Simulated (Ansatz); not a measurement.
# Dielectric response of ZnS (110) films, part 2 of 6

Wanted: ε of zincblende ZnS (110) by finite fields on slabs, and the band edges against the vacuum where run.

Ansatz 0.2.0; plane-wave DFT, PBEsol, Ansatz PAW.

So far, gap on the k-mesh (eV): step 2 (relaxing the film, 10 atoms, units 5) 2.39.

## Step 3: The relaxed film, single point, 10 atoms, units 5

The film was relaxed beforehand; a single point on the relaxed positions gives its levels and potential.

File input.yaml:

```yaml
crystal:
  lattice:
    - [3.82544769, 0.0, 0.0]
    - [0.0, 5.41, 0.0]
    - [0.0, 0.0, 25.6508953724]
  atoms:
    - { symbol: Zn, position: [0.5, 0.5542273655, 0.370550006] }
    - { symbol: S, position: [0.0, 0.7478582587, 0.348807923] }
    - { symbol: Zn, position: [0.0, -0.0180318904, 0.4239911547] }
    - { symbol: S, position: [0.5, 0.2300468826, 0.426897533] }
    - { symbol: Zn, position: [0.5, 0.4854249313, 0.5000000001] }
    - { symbol: S, position: [0.0, 0.7363738482, 0.4999999998] }
    - { symbol: Zn, position: [0.0, -0.0180318915, 0.5760088462] }
    - { symbol: S, position: [0.5, 0.23004688, 0.5731024663] }
    - { symbol: Zn, position: [0.5, 0.5542273612, 0.629449994] }
    - { symbol: S, position: [0.0, 0.7478582544, 0.6511920768] }
kpoints:
  mp_grid: { grid: [8, 6, 1] }
hamiltonian:
  xc: pbesol
scf:
  occupations: { method: fixed }
  convergence: { dr2_threshold: 1.0e-09 }
efield:
  axis: 3
  dipole_correction: true
  ramp_position: 0.97
  ramp_width: 0.06
output:
  eigenvalues: true
  write_potential: true
  write_density: true
  volumetric_format: npy
```

Started as:

```sh
$ ansatz run input.yaml --threads 16 --pin off --max-ram 32768MiB --backend cpu --events-out ev --progress --plain --runs-dir out
```

Numbers of over 12 decimals in the logs are rounded to 6 here.

The log of the run:

```text
[...]
Crystal: 10 atoms, lattice volume = 530.863 Å³
Basis set: ecut = 420 eV, 10379 PW (Γ)
Bands: 55, of which v1, the nominal top of the filled ones, is band 45 counted from 1 (44 counted from 0)
Symmetry: 2 space group operations
k-points: 20 of 48 (time reversal used)
[...]
SCF iter   1: F=—  HF=-20835.845875 eV  |F-HF|=—  |Δ(HF+E_count)|=         —  Δρ=3.36e-3  dr2=8.53e-2  ethr=1.77e-3  p=0.000 e·Å  D=3.77e-9 V/Å  ΔV_dip=-0.00 eV  dr2_dipole=1.06e-9  V_vac-E_F(+/−)=5.84/5.84 eV  ⟨swp⟩=6.0  Hψ=4575  notcnv=0  defer=137
[...]
SCF iter  11: F=-20835.825236 eV  HF=-20835.825236 eV  |F-HF|=4.00e-11  |Δ(HF+E_count)|=  3.60e-10  Δρ=1.40e-7  dr2=8.89e-11  ethr=1.11e-12  p=0.000 e·Å  D=3.65e-8 V/Å  ΔV_dip=-0.00 eV  dr2_dipole=6.49e-14  V_vac-E_F(+/−)=6.10/6.10 eV  ⟨swp⟩=19.9  Hψ=5775  notcnv=0
SCF 1 converged in 11 iterations: F = -20835.825236 eV  dr2 = 8.89e-11
[...]
SCF converged after 11 iterations
Free energy (F): -20835.825236 eV
[...]
Internal energy: -20835.825236 eV  (E = F + TS)
E sigma→0 (E₀):  -20835.825236 eV
Fermi energy:    -1.742983 eV
Dipole field:    D = -0.000000 V/Å  (p = -0.000001 e·Å, saw-weighted, corrected)
Work function:   Φ+ = 6.0975 eV   Φ− = 6.0975 eV
[...]
--- Band table (eV; the first three rows and the last of 20) ---
  k-point 0: bands = [... 41 lower, -2.0344, -1.9395, -1.9391, -1.7430, 0.6440, 1.6060, 1.6416, 2.3789, ... 6 higher]
  k-point 1: bands = [... 41 lower, -2.1320, -2.0393, -1.9787, -1.9204, 1.0480, 1.5872, 1.7588, 2.2281, ... 6 higher]
  k-point 2: bands = [... 41 lower, -2.3531, -2.3060, -2.2936, -2.0579, 1.6506, 1.7370, 1.8187, 2.1859, ... 6 higher]
  k-point 19: bands = [... 41 lower, -3.1680, -2.9012, -2.4517, -2.3365, 1.5928, 2.3129, 2.4151, 3.1768, ... 6 higher]
```

Wall time 6.5 s (16 threads of Arm Neoverse V2, shared host); peak memory 2.5 GiB.

Numbers from this step:

| Property | Result |
| --- | --- |
| dipole along the normal | -5.10e-7 e·Å |

Running mean over 1.913 Å of the planar mean; the ramp of the sawtooth is left out. Table of electron's electrostatic potential energy less the highest filled level by z:

z (Å), electron's electrostatic potential energy less the highest filled level (eV) and a bar from the least value:
```
      3.0       6.10 ##############################
      3.5       6.10 ##############################
      4.0       6.10 ##############################
      4.5       6.10 ##############################
      5.0       6.10 ##############################
      5.5       6.10 ##############################
      6.0       6.09 ##############################
      6.5       6.05 ##############################
      7.0       5.89 #############################
      7.5       5.16 ###########################
      8.0       3.33 #####################
      8.5       0.77 #############
      9.0      -1.23 #######
      9.5      -2.45 ###
     10.0      -3.35 
     10.5      -3.44 
     11.0      -2.84 ##
     11.5      -2.45 ###
     12.0      -2.32 ####
     12.5      -2.27 ####
     13.0      -2.27 ####
     13.5      -2.30 ####
     14.0      -2.39 ###
     14.5      -2.67 ###
     15.0      -3.30 #
     15.5      -3.48 
     16.0      -2.77 ##
     16.5      -1.64 ######
     17.0       0.06 ###########
     17.5       2.58 ###################
     18.0       4.72 ##########################
     18.5       5.77 #############################
     19.0       6.03 ##############################
     19.5       6.08 ##############################
     20.0       6.09 ##############################
     20.5       6.10 ##############################
     21.0       6.10 ##############################
     21.5       6.10 ##############################
     22.0       6.10 ##############################
     22.5       6.10 ##############################
```

The gap is 2.39 eV, with the valence edge 6.10 eV and the conduction edge 3.71 eV under the upper vacuum level.

## Step 4: Single point, 10 atoms, units 5, field 0.05 V/Å

A sawtooth potential applies the field, turning back in the middle of the vacuum. With the dipole correction the typed value is the field outside the slab. The induced dipole is small, so the SCF threshold is tight.

Edit input.yaml of step 3 so:

```diff
@@ -22,3 +22,3 @@
   occupations: { method: fixed }
-  convergence: { dr2_threshold: 1.0e-09 }
+  convergence: { dr2_threshold: 1.0e-10 }
 efield:
@@ -28,4 +28,4 @@
   ramp_width: 0.06
+  amplitude: 0.05
 output:
-  eigenvalues: true
   write_potential: true
```

The log of the run:

```text
[...]
Crystal: 10 atoms, lattice volume = 530.863 Å³
Basis set: ecut = 420 eV, 10379 PW (Γ)
Bands: 55, of which v1, the nominal top of the filled ones, is band 45 counted from 1 (44 counted from 0)
Symmetry: 2 space group operations
k-points: 20 of 48 (time reversal used)
[...]
SCF iter   1: F=—  HF=-20838.256133 eV  |F-HF|=—  |Δ(HF+E_count)|=         —  Δρ=2.87e-2  dr2=7.46e0  ethr=3.10e-3  p=0.053 e·Å  D=1.81e-2 V/Å  ΔV_dip=-0.47 eV  dr2_dipole=2.27e-4  V_vac-E_F(+/−)=6.98/6.27 eV  ⟨swp⟩=5.8  Hψ=4345  notcnv=0  defer=135
[...]
SCF iter  15: F=-20835.826415 eV  HF=-20835.826415 eV  |F-HF|=3.64e-11  |Δ(HF+E_count)|=  1.78e-10  Δρ=1.51e-7  dr2=6.23e-11  ethr=1.00e-12  p=0.047 e·Å  D=1.61e-2 V/Å  ΔV_dip=-0.41 eV  dr2_dipole=1.95e-16  V_vac-E_F(+/−)=6.46/5.70 eV  ⟨swp⟩=3.0  Hψ=2552  notcnv=0
SCF 1 converged in 15 iterations: F = -20835.826415 eV  dr2 = 6.23e-11
[...]
SCF converged after 15 iterations
[...]
Free energy (F): -20835.826415 eV
[...]
Internal energy: -20835.826415 eV  (E = F + TS)
E sigma→0 (E₀):  -20835.826415 eV
Fermi energy:    -1.741353 eV
Dipole field:    D = 0.016073 V/Å  (p = 0.047153 e·Å, saw-weighted, corrected)
Work function:   not extracted (applied field tilts the vacuum); planar V_es + V_field profile in the machine report
[...]
--- Band table (eV; the first three rows and the last of 20) ---
  k-point 0: bands = [... 41 lower, -2.0360, -1.9409, -1.9372, -1.7414, 0.6432, 1.6058, 1.6410, 2.3765, ... 6 higher]
  k-point 1: bands = [... 41 lower, -2.1329, -2.0418, -1.9775, -1.9176, 1.0468, 1.5873, 1.7584, 2.2278, ... 6 higher]
  k-point 2: bands = [... 41 lower, -2.3617, -2.2970, -2.2942, -2.0567, 1.6471, 1.7364, 1.8205, 2.1857, ... 6 higher]
  k-point 19: bands = [... 41 lower, -3.1677, -2.9017, -2.4518, -2.3350, 1.5918, 2.3126, 2.4154, 3.1682, ... 6 higher]
```

The job ended after 7.1 s (16 threads; peak memory 2.5 GiB).

Numbers from this step:

| Property | Result |
| --- | --- |
| gap on the k-mesh | 2.385 eV |
| dipole along the normal | 0.04715 e·Å |

The dipole is 0.0472 e·Å, and the gap on the mesh 2.385 eV.

## Step 5: Atoms held, 10 atoms, units 5, field -0.05 V/Å

Edit input.yaml of step 4 so:

```diff
@@ -28,3 +28,3 @@
   ramp_width: 0.06
-  amplitude: 0.05
+  amplitude: -0.05
 output:
```

The log of the run:

```text
[...]
Crystal: 10 atoms, lattice volume = 530.863 Å³
Basis set: ecut = 420 eV, 10379 PW (Γ)
Bands: 55, of which v1, the nominal top of the filled ones, is band 45 counted from 1 (44 counted from 0)
Symmetry: 2 space group operations
k-points: 20 of 48 (time reversal used)
[...]
k-point 0: bands = [... 41 lower, -2.0360, -1.9409, -1.9372, -1.7414, 0.6432, 1.6058, 1.6410, 2.3765, ... 6 higher]
  k-point 1: bands = [... 41 lower, -2.1329, -2.0418, -1.9775, -1.9176, 1.0468, 1.5873, 1.7584, 2.2278, ... 6 higher]
  k-point 2: bands = [... 41 lower, -2.3617, -2.2970, -2.2942, -2.0567, 1.6471, 1.7364, 1.8205, 2.1857, ... 6 higher]
  k-point 19: bands = [... 41 lower, -3.1677, -2.9017, -2.4518, -2.3350, 1.5918, 2.3126, 2.4154, 3.1682, ... 6 higher]
[key lines of the parts left out:]
SCF converged after 15 iterations
Free energy (F): -20835.826415 eV
Fermi energy:    -1.741353 eV
Dipole field:    D = -0.016073 V/Å  (p = -0.047153 e·Å, saw-weighted, corrected)
```

The job ended after 7 s (16 threads; peak memory 2.5 GiB).

The dipole is -0.0472 e·Å, and the gap on the mesh 2.385 eV.

## Step 6: Response with the atoms held, 10 atoms, units 5

This step: plane-wave DFT, PBEsol, Ansatz PAW; response to a field along the normal, atoms held (Ansatz 0.2.0).

The two fields give this film's response with the atoms held: the electronic part.

This step gave:

| Item | Value |
| --- | --- |
| equivalent conductor thickness p/(ε₀AE) | 8.246 Å |
| distance between the outer atoms | 7.756 Å |
| thickness | 9.564 Å |

Local field over the applied field, running mean. From the potentials at -0.05 and 0.05 V/Å; running mean over 1.913 Å, taken twice. Table of local field over applied field by z:

z (Å), local field over applied field and a bar from the least value:
```
        4      1.000 ##############################
        5      0.997 ##############################
        6      0.972 #############################
        7      0.847 #########################
        8      0.570 ###############
        9      0.282 #####
       10      0.161 
       11      0.159 
       12      0.163 
       13      0.161 
       14      0.164 
       15      0.155 
       16      0.182 #
       17      0.368 ########
       18      0.680 ###################
       19      0.909 ###########################
       20      0.986 ##############################
       21      0.999 ##############################
```

Electrons, planar mean, per unit field. Induced electron density against z:

| z (Å) | induced electron density (e/Å³ per V/Å) |
| --- | --- |
| 4.0 | 8.4e-7 |
| 4.5 | 2.9e-6 |
| 5.0 | 9.8e-6 |
| 5.5 | 3.3e-5 |
| 6.0 | 1.0e-4 |
| 6.5 | 3.0e-4 |
| 7.0 | 8.3e-4 |
| 7.5 | 0.00192 |
| 8.0 | 0.00298 |
| 8.5 | 0.00207 |
| 9.0 | 9.7e-4 |
| 9.5 | 7.6e-4 |
| 10.0 | -3.9e-4 |
| 10.5 | -5.1e-4 |
| 11.0 | -1.5e-4 |
| 11.5 | 3.6e-4 |
| 12.0 | 8.9e-5 |
| 12.5 | -2.4e-4 |
| 13.0 | 1.5e-4 |
| 13.5 | 7.5e-5 |
| 14.0 | -3.6e-4 |
| 14.5 | -2.4e-5 |
| 15.0 | 3.8e-4 |
| 15.5 | 5.6e-4 |
| 16.0 | -4.1e-4 |
| 16.5 | -9.9e-4 |
| 17.0 | -0.00156 |
| 17.5 | -0.00296 |
| 18.0 | -0.00232 |
| 18.5 | -0.00110 |
| 19.0 | -4.1e-4 |
| 19.5 | -1.4e-4 |
| 20.0 | -4.6e-5 |
| 20.5 | -1.4e-5 |
| 21.0 | -4.2e-6 |
| 21.5 | -1.2e-6 |

By hand: between -0.05 and 0.05 V/Å the dipole changes by 0.09431 e·Å, a slope of 0.9431 e·Å²/V. A perfect conductor of thickness t has p = ε₀AEt, so t = 180.95 × 0.9431 / 20.696 = 8.25 Å (e/ε₀ = 180.95 V·Å, A in Å²).

The induced dipole is that of a conductor 8.25 Å thick.

## Step 7: Relaxing in the field, 10 atoms, field 0.05 V/Å

This step: plane-wave DFT, PBEsol, Ansatz PAW (Ansatz 0.2.0).

Now the atoms may follow the field. A weak field makes forces of meV/Å to tens of meV/Å, so the force tolerance is set well below the usual one.

Edit input.yaml of step 5 so:

```diff
@@ -28,3 +28,6 @@
   ramp_width: 0.06
-  amplitude: -0.05
+  amplitude: 0.05
+relax:
+  f_tol: 0.0006
+  max_steps: 70
 output:
```

The log of the run:

```text
[...]
Crystal: 10 atoms, lattice volume = 530.863 Å³
Basis set: ecut = 420 eV, 10379 PW (Γ), exchange–correlation on 54×80×360 points (8 copies of the dense FFT grid, shifted against one another)
Bands: 55, of which v1, the nominal top of the filled ones, is band 45 counted from 1 (44 counted from 0)
Symmetry: 2 space group operations
k-points: 20 of 48 (time reversal used)
[...]
SCF iter   1: F=—  HF=-20838.255690 eV  |F-HF|=—  |Δ(HF+E_count)|=         —  Δρ=2.87e-2  dr2=7.46e0  ethr=3.10e-3  p=0.053 e·Å  D=1.81e-2 V/Å  ΔV_dip=-0.47 eV  dr2_dipole=2.26e-4  V_vac-E_F(+/−)=6.98/6.27 eV  ⟨swp⟩=5.8  Hψ=4293  notcnv=0  defer=129
[...]
SCF iter  15: F=-20835.826081 eV  HF=-20835.826081 eV  |F-HF|=3.27e-11  |Δ(HF+E_count)|=  2.87e-10  Δρ=1.25e-7  dr2=4.28e-11  ethr=1.00e-12  p=0.047 e·Å  D=1.61e-2 V/Å  ΔV_dip=-0.41 eV  dr2_dipole=7.60e-16  V_vac-E_F(+/−)=6.46/5.70 eV  ⟨swp⟩=7.2  Hψ=6235  notcnv=0
SCF 1 converged in 15 iterations: F = -20835.826081 eV  dr2 = 4.28e-11
[...]
relax step   1: F+E_penalty+E_count = -20835.82608090 eV  Δ(F+E_penalty+E_count) = +0.000e0 eV  max|allowed force component| = 1.785e-2 eV/Å  Δτ_max = 0.0000 Å  (15 SCF iters, accepted)
[...]
SCF iter   8: F=-20835.826134 eV  HF=-20835.826134 eV  |F-HF|=2.18e-11  |Δ(HF+E_count)|=  2.15e-10  Δρ=4.17e-8  dr2=9.65e-12  ethr=1.00e-12  p=0.049 e·Å  D=1.66e-2 V/Å  ΔV_dip=-0.42 eV  dr2_dipole=3.71e-13  V_vac-E_F(+/−)=6.45/5.71 eV  ⟨swp⟩=7.0  Hψ=6031  notcnv=0
SCF 2 converged in 8 iterations: F = -20835.826134 eV  dr2 = 9.65e-12
relax step   2: F+E_penalty+E_count = -20835.82613406 eV  Δ(F+E_penalty+E_count) = -5.317e-5 eV  max|allowed force component| = 8.968e-3 eV/Å  Δτ_max = 0.0013 Å  (8 SCF iters, accepted)
SCF iter   1: F=—  HF=-20835.826298 eV  |F-HF|=—  |Δ(HF+E_count)|=         —  Δρ=2.68e-5  dr2=2.04e-5  ethr=1.29e-7  p=0.049 e·Å  D=1.66e-2 V/Å  ΔV_dip=-0.42 eV  dr2_dipole=9.83e-6  V_vac-E_F(+/−)=6.45/5.71 eV  ⟨swp⟩=3.2  Hψ=2467  notcnv=0  defer=160
[...]
SCF iter   7: F=-20835.826151 eV  HF=-20835.826151 eV  |F-HF|=9.46e-11  |Δ(HF+E_count)|=  5.97e-10  Δρ=1.31e-7  dr2=6.63e-11  ethr=1.00e-12  p=0.050 e·Å  D=1.70e-2 V/Å  ΔV_dip=-0.44 eV  dr2_dipole=3.53e-13  V_vac-E_F(+/−)=6.44/5.71 eV  ⟨swp⟩=5.5  Hψ=6669  notcnv=0
SCF 3 converged in 7 iterations: F = -20835.826151 eV  dr2 = 6.63e-11
relax step   3: F+E_penalty+E_count = -20835.82615139 eV  Δ(F+E_penalty+E_count) = -1.733e-5 eV  max|allowed force component| = 6.665e-4 eV/Å  Δτ_max = 0.0008 Å  (7 SCF iters, accepted)
SCF iter   1: F=—  HF=-20835.826293 eV  |F-HF|=—  |Δ(HF+E_count)|=         —  Δρ=5.80e-6  dr2=1.93e-7  ethr=1.00e-8  p=0.050 e·Å  D=1.70e-2 V/Å  ΔV_dip=-0.44 eV  dr2_dipole=8.05e-11  V_vac-E_F(+/−)=6.44/5.71 eV  ⟨swp⟩=2.4  Hψ=2293  notcnv=0  defer=63
[...]
SCF iter   5: F=-20835.826151 eV  HF=-20835.826151 eV  |F-HF|=1.20e-10  |Δ(HF+E_count)|=  5.46e-11  Δρ=8.29e-8  dr2=3.12e-11  ethr=1.00e-12  p=0.050 e·Å  D=1.70e-2 V/Å  ΔV_dip=-0.44 eV  dr2_dipole=3.07e-13  V_vac-E_F(+/−)=6.45/5.71 eV  ⟨swp⟩=7.0  Hψ=6354  notcnv=0
SCF 4 converged in 5 iterations: F = -20835.826151 eV  dr2 = 3.12e-11
relax step   4: F+E_penalty+E_count = -20835.82615146 eV  Δ(F+E_penalty+E_count) = -7.363e-8 eV  max|allowed force component| = 3.053e-4 eV/Å  Δτ_max = 0.0002 Å  (5 SCF iters, accepted)
NSCF: frozen V_eff on 20 k-points
[...]
SCF converged after 5 iterations
[...]
Free energy (F): -20835.826151 eV
[...]
Internal energy: -20835.826151 eV  (E = F + TS)
E sigma→0 (E₀):  -20835.826151 eV
Fermi energy:    -1.742450 eV
Dipole field:    D = 0.017033 V/Å  (p = 0.049971 e·Å, saw-weighted, corrected)
Work function:   not extracted (applied field tilts the vacuum); planar V_es + V_field profile in the machine report
[...]
--- Forces (eV/Å), atoms counted from 1 ---
  atom   1  Zn     0.00000000     0.00004679    -0.00003172
  atom   2  S      0.00000000    -0.00002286    -0.00009404
  atom   3  Zn    -0.00000000     0.00002667     0.00001575
  atom   4  S     -0.00000000    -0.00013091     0.00000665
  atom   5  Zn     0.00000000    -0.00003068     0.00001528
  atom   6  S     -0.00000000     0.00007841     0.00030501
  atom   7  Zn    -0.00000000    -0.00004633    -0.00006316
  atom   8  S     -0.00000000     0.00009856    -0.00006927
  atom   9  Zn     0.00000000    -0.00001120    -0.00000338
  atom  10  S      0.00000000    -0.00000840    -0.00008369
  max |Σ_I F_I| component: 2.58e-6 eV/Å
--- Band table (eV; the first three rows and the last of 20) ---
  k-point 0: bands = [... 41 lower, -2.0355, -1.9402, -1.9382, -1.7425, 0.6436, 1.6060, 1.6412, 2.3774, ... 6 higher]
  k-point 1: bands = [... 41 lower, -2.1327, -2.0404, -1.9782, -1.9194, 1.0474, 1.5874, 1.7585, 2.2279, ... 6 higher]
  k-point 2: bands = [... 41 lower, -2.3569, -2.3022, -2.2941, -2.0574, 1.6489, 1.7368, 1.8195, 2.1858, ... 6 higher]
  k-point 19: bands = [... 41 lower, -3.1678, -2.9012, -2.4523, -2.3356, 1.5924, 2.3126, 2.4153, 3.1702, ... 6 higher]
--- Relaxed structure (4 steps of the walk, 4 accepted, 0 SCFs on fresh bases) ---
  F+E_penalty+E_count = -20835.82615146 eV   max|allowed force component| = 3.053e-4 eV/Å
  atoms:
    - { symbol: Zn, position: [0.500000, 0.554362, 0.370611] }
    - { symbol: S, position: [0, 0.747897, 0.348761] }
    - { symbol: Zn, position: [0, -0.017987, 0.424018] }
    - { symbol: S, position: [0.500000, 0.230066, 0.426865] }
    - { symbol: Zn, position: [0.500000, 0.485395, 0.500040] }
    - { symbol: S, position: [0, 0.736350, 0.499940] }
    - { symbol: Zn, position: [0, -0.018077, 0.576023] }
    - { symbol: S, position: [0.500000, 0.230030, 0.573079] }
    - { symbol: Zn, position: [0.500000, 0.554115, 0.629516] }
    - { symbol: S, position: [0, 0.747850, 0.651146] }
```

Elapsed: 15 s, on 16 threads; peak memory 2.4 GiB; 3.8 min of CPU time.

No atom moved by 0.005 Å in the relaxation.

This step gave:

* gap on the k-mesh: 2.386 eV
* dipole along the normal: 0.04997 e·Å

The relaxation took 4 steps and lowered the energy by 7.1e-5 eV; the largest force on the free atoms ends at 3.0e-4 eV/Å.

The dipole is 0.0500 e·Å, and the gap on the mesh 2.386 eV.

## Step 8: Field on, atoms free, 10 atoms, field -0.05 V/Å

The opposite sign, again from the field-free geometry; the difference of the two cancels what relaxes without a field.

Edit input.yaml of step 7 so:

```diff
@@ -28,3 +28,3 @@
   ramp_width: 0.06
-  amplitude: 0.05
+  amplitude: -0.05
 relax:
```

The log of the run:

```text
[...]
Crystal: 10 atoms, lattice volume = 530.863 Å³
Basis set: ecut = 420 eV, 10379 PW (Γ), exchange–correlation on 54×80×360 points (8 copies of the dense FFT grid, shifted against one another)
Bands: 55, of which v1, the nominal top of the filled ones, is band 45 counted from 1 (44 counted from 0)
Symmetry: 2 space group operations
k-points: 20 of 48 (time reversal used)
[...]
- { symbol: Zn, position: [0, -0.018077, 0.423977] }
    - { symbol: S, position: [0.500000, 0.230030, 0.426921] }
    - { symbol: Zn, position: [0.500000, 0.485395, 0.499960] }
    - { symbol: S, position: [0, 0.736350, 0.500060] }
    - { symbol: Zn, position: [0, -0.017987, 0.575982] }
    - { symbol: S, position: [0.500000, 0.230066, 0.573135] }
    - { symbol: Zn, position: [0.500000, 0.554362, 0.629389] }
    - { symbol: S, position: [0, 0.747897, 0.651239] }
[key lines of the parts left out:]
SCF converged after 5 iterations
Free energy (F): -20835.826151 eV
Fermi energy:    -1.742450 eV
Dipole field:    D = -0.017033 V/Å  (p = -0.049971 e·Å, saw-weighted, corrected)
```

Run time: 15 s. Hardware: 16 threads; peak memory 2.5 GiB.

Hardly anything moved in the relaxation; the energy changed by under 0.2 meV an atom.

The relaxation took 4 steps and lowered the energy by 7.1e-5 eV; the largest force on the free atoms ends at 3.0e-4 eV/Å.

The dipole is -0.0500 e·Å, and the gap on the mesh 2.386 eV.

## Step 9: Response with the atoms relaxed, 10 atoms, units 5

This step: plane-wave DFT, PBEsol, Ansatz PAW; response to a field along the normal, atoms relaxed (Ansatz 0.2.0).

The two relaxed runs give the static response.

This step gave:

* equivalent conductor thickness p/(ε₀AE): 8.738 Å

Local field over the applied field, running mean. From the potentials at -0.05 and 0.05 V/Å; running mean over 1.913 Å, taken twice. The local field over applied field by z:

| z (Å) | local field over applied field |
| --- | --- |
| 4.0 | 1.000 |
| 4.5 | 0.999 |
| 5.0 | 0.997 |
| 5.5 | 0.989 |
| 6.0 | 0.968 |
| 6.5 | 0.911 |
| 7.0 | 0.836 |
| 7.5 | 0.736 |
| 8.0 | 0.590 |
| 8.5 | 0.422 |
| 9.0 | 0.238 |
| 9.5 | 0.0872 |
| 10.0 | 0.0389 |
| 10.5 | 0.0614 |
| 11.0 | 0.105 |
| 11.5 | 0.144 |
| 12.0 | 0.141 |
| 12.5 | 0.130 |
| 13.0 | 0.129 |
| 13.5 | 0.136 |
| 14.0 | 0.148 |
| 14.5 | 0.118 |
| 15.0 | 0.0728 |
| 15.5 | 0.0428 |
| 16.0 | 0.0592 |
| 16.5 | 0.186 |
| 17.0 | 0.369 |
| 17.5 | 0.539 |
| 18.0 | 0.698 |
| 18.5 | 0.811 |
| 19.0 | 0.888 |
| 19.5 | 0.956 |
| 20.0 | 0.985 |
| 20.5 | 0.995 |
| 21.0 | 0.999 |
| 21.5 | 1.000 |

The induced dipole is that of a conductor 8.74 Å thick.

(Continued in part 3 of 6.)

[Logs are printed without paths, hosts, clocks, repeated set-up lines and the standing remarks that a program may print on its own settings, such as how far it seeks lower states.]

[Hosts, paths, dates, database ids (printed as entryN), source tags and the programs' standing remarks are cut or masked in the printed files.]

[Maps of the electrostatic potential energy from Ansatz leave out the sawtooth potential of an applied field or a dipole correction, so their vacuum need not be flat; planar profiles and work functions include it.]
